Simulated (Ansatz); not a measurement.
## CsPbBr3 (model cell, started as cubic perovskite with Pb in the octahedra): relaxing the cell for a phonon run

Aim: bring CsPbBr3 (model cell, started as cubic perovskite with Pb in the octahedra) to small forces and stress, as phonons need.

Main program and level: Ansatz 0.2.0; DFT PBEsol, scalar-relativistic, plane waves, PAW; PAW set soft_1.

**1. Set-up**

Symmetry: Pm-3m, No. 221, cubic system. The conventional cell has a = 5.870 Å, b = 5.870 Å, c = 5.870 Å, α = 90.00°, β = 90.00°, γ = 90.00°. Nearest to Cs lie 12 Br at 4.15 Å. Nearest to Pb lie 6 Br at 2.94 Å. Br has 2 Pb at 2.94 Å and 4 Cs at 4.15 Å nearest. Farther neighbours and most contacts between anions are not listed.

**2. Probe on a coarse mesh**

First a cheap look: the gap decides the mesh and the occupations, the pressure tells how far the cell has to move.

Input file input.yaml:

```yaml
crystal:
  lattice:
    - [5.87, 0.0, 0.0]
    - [0.0, 5.87, 0.0]
    - [0.0, 0.0, 5.87]
  atoms:
    - { symbol: Cs, position: [0.0, 0.0, 0.0] }
    - { symbol: Pb, position: [0.5, 0.5, 0.5] }
    - { symbol: Br, position: [0.5, 0.5, 0.0] }
    - { symbol: Br, position: [0.5, 0.0, 0.5] }
    - { symbol: Br, position: [0.0, 0.5, 0.5] }
kpoints:
  mp_grid: { grid: [4, 4, 4] }
hamiltonian:
  xc: pbesol
  pseudopotentials: { kind: paw, azcp: { folder: soft_1 }, xc_functional: pbe }
scf:
  occupations: { method: gaussian, width: 0.1 }
output:
  forces: true
  stress: true
  eigenvalues: true
```

Run with:

```console
ansatz run input.yaml --threads 8 --pin off --max-ram 16384MiB --backend cpu --events-out ev --progress --plain --runs-dir out
```

Numbers of over 12 decimals in the logs are rounded to 6 here.

Output:

```text
Engine: ansatz 0.2.0, aarch64-unknown-linux-gnu
Pseudopotentials: kind: paw
Pseudopotential: Cs, paw, valence charge 9, recommended cutoff 420 eV (normal), soft_1/Cs.paw.azcp
Pseudopotential: Pb, paw, valence charge 14, recommended cutoff 420 eV (normal), soft_1/Pb.paw.azcp
Pseudopotential: Br, paw, valence charge 7, recommended cutoff 420 eV (normal), soft_1/Br.paw.azcp
Functional definition: PBEsol
[...]
k-point 0: bands = [... 18 lower, 1.5962, 1.7165, 1.7165, 1.7165, 6.6435, 7.7854, 7.7854, 8.5263, ... 1 higher]
  k-point 1: bands = [... 18 lower, 1.5276, 1.6556, 1.6556, 1.7385, 7.2194, 7.9922, 8.1873, 8.2379, ... 1 higher]
  k-point 2: bands = [... 18 lower, 1.4624, 1.6062, 1.6062, 2.3231, 6.2598, 8.1255, 8.7005, 8.8286, ... 1 higher]
  k-point 9: bands = [... 18 lower, 2.0930, 2.0930, 2.0930, 3.7628, 5.1916, 5.1916, 5.1916, 8.1554, ... 1 higher]
[key lines of the parts left out:]
SCF converged after 8 iterations
Free energy (F): -25558.833859 eV
Fermi energy:    4.473410 eV
P = ⅓ Tr σ = 0.1300 GPa (1.300 kbar)
```

The job ended after 1.4 s (8 threads of Arm Neoverse V2, shared host; peak memory 0.6 GiB).

Numbers from this step:

```
pressure           : 0.1300 GPa
gap on the k-mesh  : 1.429 eV
volume per atom    : 40.45 Å³
direct gap on mesh : 1.429 eV
```

The coarse mesh shows a gap of 1.43 eV and a pressure of 0.1 GPa.

**3. Relaxation**

The cell and atoms are relaxed, since residual forces and stress would shift the frequencies.

input.yaml, the sections that differ from step 2:

```yaml
kpoints:
  mp_grid: { grid: [6, 6, 6] }
scf:
  occupations: { method: gaussian, width: 0.02 }
output:
  forces: true
  stress: true
  eigenvalues: true
  write_density: true
  write_potential: true
  elf: true
  volumetric_format: npy
relax:
  adjacent_minimum: "off"
  f_tol: 0.005
  max_steps: 80
  cell: { stress_tol: 0.05 }
# crystal, hamiltonian: as in step 2
```

Output:

```text
[...]
Crystal: 5 atoms, lattice volume = 202.262 Å³
Basis set: ecut = 420 eV, 3911 PW (Γ), exchange–correlation on 80×80×80 points (8 copies of the dense FFT grid, shifted against one another)
Bands: 27, of which v1, the nominal top of the filled ones, is band 22 counted from 1 (21 counted from 0)
Symmetry: 48 space group operations
[...]
k-points: 20 of 216
[...]
SCF iter   1: F=—  HF=-25559.903357 eV  |F-HF|=—  |Δ(HF+E_count)|=         —  Δρ=1.95e-2  dr2=2.01e0  ethr=3.10e-3  ⟨swp⟩=7.3  Hψ=2730  notcnv=0
[...]
SCF iter   8: F=-25558.867255 eV  HF=-25558.867255 eV  |F-HF|=2.76e-8  |Δ(HF+E_count)|=   2.28e-7  Δρ=2.14e-6  dr2=1.36e-8  ethr=2.27e-10  ⟨swp⟩=17.2  Hψ=4769  notcnv=0
SCF 1 converged in 8 iterations: F = -25558.867255 eV  dr2 = 1.36e-8
[...]
relax step   1: F+E_penalty+E_count = -25558.86725489 eV  Δ(F+E_penalty+E_count) = +0.000e0 eV  max|allowed force component| = 3.280e-29 eV/Å  Δτ_max = 0.0000 Å  P = +0.023 GPa  Ω = 202.262 Å³  (8 SCF iters, dr2 threshold 1.00e-7 eV, accepted)
[...]
iter 1 solved again at ethr=1.82e-7 eV; its pass at ethr=3.10e-3 eV (dr2=7.99e-5 eV) is discarded
SCF iter   1: F=—  HF=-25558.867285 eV  |F-HF|=—  |Δ(HF+E_count)|=         —  Δρ=2.29e-6  dr2=1.40e-8  ethr=1.82e-7  ⟨swp⟩=3.0  Hψ=4511  notcnv=0
eigensolver tolerance schedule: the retry pair's looser diagonalisation over-reported the residual by 5726.82 of it (diagonalisation noise at 0.51 of the residual, at the tolerance the schedule requests for it); recorded, not acted on — ethr = c·dr2/N_el stays at c = 1.0e-1
[...]
SCF iter   2: F=—  HF=-25558.867255 eV  |F-HF|=—  |Δ(HF+E_count)|=   2.99e-5  Δρ=1.26e-6  dr2=5.72e-9  ethr=3.17e-11  ⟨swp⟩=3.1  Hψ=1347  notcnv=0
[...]
SCF iter   5: F=-25558.867255 eV  HF=-25558.867255 eV  |F-HF|=7.28e-12  |Δ(HF+E_count)|=  2.69e-10  Δρ=3.27e-8  dr2=2.83e-12  ethr=1.00e-12  ⟨swp⟩=6.5  Hψ=2643  notcnv=0
SCF 2 converged in 5 iterations: F = -25558.867255 eV  dr2 = 2.83e-12
relax step   2: F+E_penalty+E_count = -25558.86725490 eV  Δ(F+E_penalty+E_count) = -6.363e-9 eV  max|allowed force component| = 1.626e-29 eV/Å  Δτ_max = 0.0000 Å  P = +0.023 GPa  Ω = 202.262 Å³  stress off target by 2.30e-2 GPa  SCF on the basis re-selected at this cell (its energy is not comparable with the rows above)  (5 SCF iters)
basis re-selected at this cell: Δ(F+E_penalty+E_count) = -6.363e-9 eV, ΔP = -0.000 GPa vs the last step (what re-selecting the basis moved, of the pressure what is left beyond the Pulay correction that the steps carried, after the strain that the cell walked since its last selection, with what the two solves' SCF thresholds leave and, on support functions, any second-order correction that the steps lacked; it is no m [...]
SCF converged after 5 iterations
Free energy (F): -25558.867255 eV
[...]
Internal energy: -25558.867255 eV  (E = F + TS)
E sigma→0 (E₀):  -25558.867255 eV
Fermi energy:    4.479657 eV
[...]
--- Stress (GPa, compression-positive) ---
        0.023024       0.000000       0.000000
        0.000000       0.023024       0.000000
        0.000000       0.000000       0.023024
  P = ⅓ Tr σ = 0.0230 GPa (0.230 kbar)
--- Band table (eV; the first three rows and the last of 20) ---
  k-point 0: bands = [... 18 lower, 1.5908, 1.7108, 1.7108, 1.7108, 6.6417, 7.7833, 7.7833, 8.5255, ... 1 higher]
  k-point 1: bands = [... 18 lower, 1.5581, 1.6787, 1.6787, 1.6957, 6.9179, 7.9490, 7.9981, 8.6189, ... 1 higher]
  k-point 2: bands = [... 18 lower, 1.4893, 1.6243, 1.6243, 1.8962, 7.1366, 7.6645, 8.3847, 8.5054, ... 1 higher]
  k-point 19: bands = [... 18 lower, 2.0871, 2.0871, 2.0871, 3.7620, 5.1976, 5.1976, 5.1976, 8.1541, ... 1 higher]
--- Relaxed structure (1 steps of the walk, 1 accepted, 1 SCFs on fresh bases) ---
  F+E_penalty+E_count = -25558.86725490 eV   max|allowed force component| = 1.626e-29 eV/Å   (the final SCF, on the basis selected at the relaxed cell)
  cell:  # Å, volume = 202.2620 Å³
    - [5.87, 0.0, 0.0]
    - [0.0, 5.87, 0.0]
    - [0.0, 0.0, 5.87]
  atoms:
    - { symbol: Cs, position: [0.0, 0.0, 0.0] }
    - { symbol: Pb, position: [0.5, 0.5, 0.5] }
    - { symbol: Br, position: [0.5, 0.5, 0.0] }
    - { symbol: Br, position: [0.5, 0.0, 0.5] }
    - { symbol: Br, position: [0.0, 0.5, 0.5] }
```

Wall time 2.5 s (8 threads); peak memory 0.67 GiB; 16 s of CPU time.

Little changed from the start: no atom moved by 0.005 Å and no cell edge by 0.1 %.

This step gave:

```
pressure           : 0.02302 GPa
gap on the k-mesh  : 1.436 eV
direct gap on mesh : 1.436 eV
```

Valence density in the ac plane at fractional y = 0.500, with atoms of Pb and Br within 0.2 Å of it. It is the smooth field of the valence electrons, not physical close to the nuclei.

Values in e/Å³, 16 rows by 16 columns, each cell a mean:
```
 0.0  0.0  0.0  0.0  0.2  0.5  1.1  0.8  0.4  1.1  0.8  0.3  0.1  0.0  0.0  0.0
 0.0  0.0  0.0  0.0  0.1  0.3  0.7  1.1  1.1  1.0  0.5  0.2  0.1  0.0  0.0  0.0
 0.0  0.0  0.0  0.0  0.1  0.2  0.3  0.5  0.6  0.5  0.2  0.1  0.0  0.0  0.0  0.0
 0.1  0.1  0.1  0.0  0.0  0.1  0.2  0.3  0.3  0.2  0.1  0.1  0.0  0.0  0.1  0.1
 0.3  0.3  0.1  0.1  0.1  0.1  0.2  0.4  0.4  0.3  0.2  0.1  0.1  0.1  0.2  0.3
 0.9  0.7  0.4  0.2  0.1  0.2  0.6  1.4  1.6  1.0  0.4  0.2  0.1  0.2  0.5  0.8
 0.9  1.1  0.7  0.3  0.2  0.5  1.8  3.9  4.6  2.9  1.0  0.3  0.2  0.5  1.0  1.1
-0.1  0.9  0.9  0.4  0.3  0.7  2.8  6.2  7.5  4.6  1.6  0.4  0.3  0.6  1.1  0.4
 0.4  1.0  0.8  0.4  0.2  0.6  2.4  5.2  6.2  3.9  1.4  0.4  0.3  0.5  1.1  0.8
 1.1  1.0  0.5  0.2  0.2  0.3  1.1  2.4  2.8  1.8  0.6  0.2  0.2  0.3  0.7  1.1
 0.6  0.4  0.2  0.1  0.1  0.1  0.3  0.6  0.7  0.5  0.2  0.1  0.1  0.2  0.3  0.5
 0.2  0.1  0.1  0.1  0.1  0.1  0.2  0.2  0.3  0.2  0.1  0.1  0.0  0.1  0.1  0.2
 0.1  0.0  0.0  0.0  0.1  0.1  0.2  0.4  0.4  0.3  0.2  0.1  0.0  0.0  0.0  0.0
 0.0  0.0  0.0  0.0  0.1  0.2  0.5  0.8  0.9  0.7  0.4  0.1  0.1  0.0  0.0  0.0
 0.0  0.0  0.0  0.0  0.1  0.4  1.0  1.0  0.9  1.1  0.7  0.3  0.1  0.0  0.0  0.0
 0.0  0.0  0.0  0.1  0.2  0.6  1.1  0.4 -0.1  0.9  0.9  0.3  0.1  0.0  0.0  0.0
```
Columns run along a (5.9 Å), rows up along c (5.9 Å). Atoms in or near the plane, at fractional coordinates: Pb at (0.50, 0.50), Br at (0.50, 0.00), Br at (0.00, 0.50).

ELF in the ac plane at fractional y = 0.500, with atoms of Pb and Br within 0.2 Å of it. It is the smooth field of the valence electrons, not physical close to the nuclei.

Values, 16 rows by 16 columns, each cell a mean:
```
0.00 0.01 0.07 0.37 0.71 0.86 0.83 0.33 0.13 0.62 0.88 0.81 0.58 0.20 0.02 0.00
0.03 0.02 0.03 0.18 0.54 0.78 0.85 0.80 0.75 0.84 0.83 0.69 0.36 0.07 0.02 0.02
0.24 0.13 0.04 0.05 0.22 0.50 0.68 0.75 0.76 0.72 0.61 0.38 0.12 0.03 0.07 0.20
0.62 0.49 0.23 0.06 0.06 0.16 0.28 0.35 0.37 0.32 0.23 0.11 0.05 0.12 0.36 0.58
0.82 0.77 0.57 0.22 0.08 0.13 0.22 0.28 0.29 0.26 0.18 0.10 0.11 0.38 0.69 0.81
0.87 0.87 0.76 0.42 0.16 0.25 0.40 0.43 0.42 0.43 0.34 0.18 0.23 0.61 0.83 0.88
0.49 0.76 0.83 0.54 0.23 0.34 0.43 0.22 0.15 0.33 0.43 0.26 0.32 0.72 0.84 0.62
0.02 0.43 0.82 0.59 0.26 0.38 0.33 0.04 0.02 0.15 0.42 0.29 0.37 0.76 0.75 0.13
0.16 0.59 0.83 0.58 0.25 0.37 0.38 0.10 0.04 0.22 0.43 0.28 0.35 0.75 0.80 0.33
0.80 0.86 0.81 0.49 0.20 0.30 0.44 0.38 0.33 0.43 0.40 0.22 0.28 0.68 0.85 0.83
0.87 0.83 0.68 0.32 0.11 0.19 0.30 0.37 0.38 0.34 0.25 0.13 0.16 0.50 0.78 0.86
0.74 0.65 0.39 0.12 0.06 0.11 0.20 0.25 0.26 0.23 0.16 0.08 0.06 0.22 0.54 0.71
0.42 0.28 0.10 0.04 0.12 0.32 0.49 0.58 0.59 0.54 0.42 0.22 0.06 0.05 0.18 0.37
0.09 0.05 0.02 0.10 0.39 0.68 0.81 0.83 0.82 0.83 0.76 0.57 0.23 0.04 0.03 0.07
0.01 0.01 0.05 0.28 0.65 0.83 0.86 0.59 0.43 0.76 0.87 0.77 0.49 0.13 0.02 0.01
0.00 0.01 0.09 0.42 0.74 0.87 0.80 0.16 0.02 0.49 0.87 0.82 0.62 0.24 0.03 0.00
```
Columns run along a (5.9 Å), rows up along c (5.9 Å). Atoms in or near the plane, at fractional coordinates: Pb at (0.50, 0.50), Br at (0.50, 0.00), Br at (0.00, 0.50).

Electrostatic potential energy in the ac plane at fractional y = 0.500, with atoms of Pb and Br within 0.2 Å of it. With pseudopotentials it is smooth inside the atoms' cores, unlike the true potential.

Values in eV, 16 rows by 16 columns, each cell a mean:
```
  8   8   8   8   7  -1 -29 -55 -58 -47 -13   4   8   9   8   8
  8   8   9   8   8   4  -9 -30 -36 -21  -1   6   8   9   9   8
  8   9   9   8   8   7   3  -2  -4   0   5   7   8   9   9   9
  8   8   8   8   8   7   5   3   3   4   6   7   8   8   8   8
  4   5   7   7   7   5   2  -2  -4  -1   3   6   7   7   6   4
-18  -8   2   6   5   1 -11 -26 -29 -20  -5   3   6   5  -1 -13
-52 -37  -8   3   3  -7 -31 -38 -37 -38 -20  -1   4   0 -21 -47
-58 -52 -19   1   2 -13 -37 -34 -31 -37 -29  -4   3  -4 -36 -58
-57 -47 -14   2   2 -11 -36 -36 -34 -38 -26  -2   3  -2 -30 -55
-35 -20  -2   5   4  -3 -21 -36 -37 -31 -11   2   5   3  -9 -29
 -3   1   5   7   6   3  -3 -11 -13  -7   1   5   7   7   4  -1
  7   7   8   8   7   6   4   2   2   3   5   7   8   8   8   7
  8   8   9   8   8   7   5   2   1   3   6   7   8   8   8   8
  8   9   9   9   8   5  -2 -14 -19  -8   2   7   8   9   9   8
  8   8   9   8   7   1 -20 -47 -52 -37  -8   5   8   9   8   8
  8   8   8   8   7  -3 -35 -57 -58 -52 -18   4   8   8   8   8
```
Columns run along a (5.9 Å; values clipped at the 3rd and 97th percentile), rows up along c (5.9 Å). Atoms in or near the plane, at fractional coordinates: Pb at (0.50, 0.50), Br at (0.50, 0.00), Br at (0.00, 0.50).

In this step the volume went from 40.45 to 40.45 Å³/atom.

**4. Relaxing to small forces for the phonons, k-mesh 6×6×6**

Phonons need a cell at rest on their own settings, so the relaxation is repeated with tight tolerances on forces and stress, using the mesh and the filling of the phonon run that follows.

input.yaml, the sections that differ from step 3:

```yaml
scf:
  occupations: { method: fixed }
output:
  forces: true
  stress: true
  eigenvalues: true
relax:
  adjacent_minimum: "off"
  f_tol: 0.001
  max_steps: 60
  cell: { stress_tol: 0.01 }
# crystal, kpoints, hamiltonian: as in step 3
```

Output:

```text
[...]
Crystal: 5 atoms, lattice volume = 202.262 Å³
Basis set: ecut = 420 eV, 3911 PW (Γ), exchange–correlation on 80×80×80 points (8 copies of the dense FFT grid, shifted against one another)
Bands: 27, of which v1, the nominal top of the filled ones, is band 22 counted from 1 (21 counted from 0)
[... 1 set-up line as in the run before ...]
[...]
k-points: 20 of 216
[...]
--- Relaxed structure (2 steps of the walk, 2 accepted, 1 SCFs on fresh bases) ---
[...]
cell:  # Å, volume = 202.3865 Å³
    - [5.871204, 0.0, 0]
    - [0.0, 5.871204, 0.0]
    - [0.0, 0.0, 5.871204]
  atoms:
    - { symbol: Cs, position: [0, 0, 0] }
    - { symbol: Pb, position: [0.5, 0.5, 0.5] }
    - { symbol: Br, position: [0.5, 0.5, 0] }
    - { symbol: Br, position: [0.5, 0, 0.5] }
    - { symbol: Br, position: [0, 0.5, 0.5] }
[key lines of the parts left out:]
SCF converged after 5 iterations
Free energy (F): -25558.867274 eV
Fermi energy:    3.753207 eV
P = ⅓ Tr σ = 0.0097 GPa (0.097 kbar)
```

It took 3.1 s on 8 threads; peak memory 0.67 GiB.

Little changed from the start: no atom moved by 0.005 Å and no cell edge by 0.1 %.

Numbers from this step:

| Quantity | Value |
| --- | --- |
| pressure | 0.009705 GPa |
| gap on the k-mesh | 1.438 eV |
| volume per atom | 40.48 Å³ |
| direct gap on mesh | 1.438 eV |

The forces vanish by symmetry and the pressure is 0.010 GPa, within the tolerances set. The cell now holds 40.48 Å³/atom.

**5. Tight relaxation, k-mesh 10×10×10**

The k mesh is raised to 10×10×10 since a zone-centre run on the first mesh warned that it was too coarse for the force constants, and the cell is relaxed again on it.

Edit input.yaml of step 4 so:

```diff
@@ -2,5 +2,5 @@
   lattice:
-    - [5.87, 0.0, 0.0]
-    - [0.0, 5.87, 0.0]
-    - [0.0, 0.0, 5.87]
+    - [5.8712043419, 0.0, 0.0]
+    - [0.0, 5.8712043419, 0.0]
+    - [0.0, 0.0, 5.8712043419]
   atoms:
@@ -12,3 +12,3 @@
 kpoints:
-  mp_grid: { grid: [6, 6, 6] }
+  mp_grid: { grid: [10, 10, 10] }
 hamiltonian:
```

Output:

```text
[...]
Crystal: 5 atoms, lattice volume = 202.387 Å³
Basis set: ecut = 420 eV, 3911 PW (Γ), exchange–correlation on 80×80×80 points (8 copies of the dense FFT grid, shifted against one another)
Bands: 27, of which v1, the nominal top of the filled ones, is band 22 counted from 1 (21 counted from 0)
[... 1 set-up line as in the run before ...]
[...]
k-points: 56 of 1000
[...]
--- Relaxed structure (1 steps of the walk, 1 accepted, 1 SCFs on fresh bases) ---
[...]
cell:  # Å, volume = 202.3865 Å³
    - [5.8712043419, 0.0, 0.0]
    - [0.0, 5.8712043419, 0.0]
    - [0.0, 0.0, 5.8712043419]
  atoms:
    - { symbol: Cs, position: [0.0, 0.0, 0.0] }
    - { symbol: Pb, position: [0.5, 0.5, 0.5] }
    - { symbol: Br, position: [0.5, 0.5, 0.0] }
    - { symbol: Br, position: [0.5, 0.0, 0.5] }
    - { symbol: Br, position: [0.0, 0.5, 0.5] }
[key lines of the parts left out:]
SCF converged after 6 iterations
Free energy (F): -25558.870871 eV
Fermi energy:    3.753035 eV
P = ⅓ Tr σ = -0.0080 GPa (-0.080 kbar)
```

Wall time 5.8 s (8 threads); peak memory 0.76 GiB.

Little changed from the start: no atom moved by 0.005 Å and no cell edge by 0.1 %.

Numbers from this step:

```yaml
pressure: -0.008012 GPa
gap_on_the_k_mesh: 1.439 eV
direct_gap_on_mesh: 1.439 eV
```

The forces vanish by symmetry and the pressure is -0.008 GPa, within the tolerances set. The cell now holds 40.48 Å³/atom.

**6. What came out**

| Item | Value |
| --- | --- |
| space group after relaxation (within 0.01 Å) | Pm-3m |
| lattice constant a | 5.871 Å |
| lattice constant b | 5.871 Å |
| lattice constant c | 5.871 Å |
| volume per atom | 40.5 Å³ |
| gap on the k-mesh | 1.44 eV |

What this shows: The forces vanish by symmetry and the pressure is -0.008 GPa, within the tolerances set. The cell now holds 40.48 Å³/atom. The relaxation keeps the symmetry of its start, so it says nothing on stability against lower symmetry. Spin-orbit coupling is left out, which can matter for the heavy elements here. The PAW files were made for PBE and serve the other functionals too. The starting cell was built on a prototype and not taken from a measurement, so the phase need not exist.

[Logs are printed without paths, hosts, clocks, repeated set-up lines and the standing remarks that a program may print on its own settings, such as how far it seeks lower states.]

[Hosts, paths, dates, database ids (printed as entryN), source tags and the programs' standing remarks are cut or masked in the printed files.]
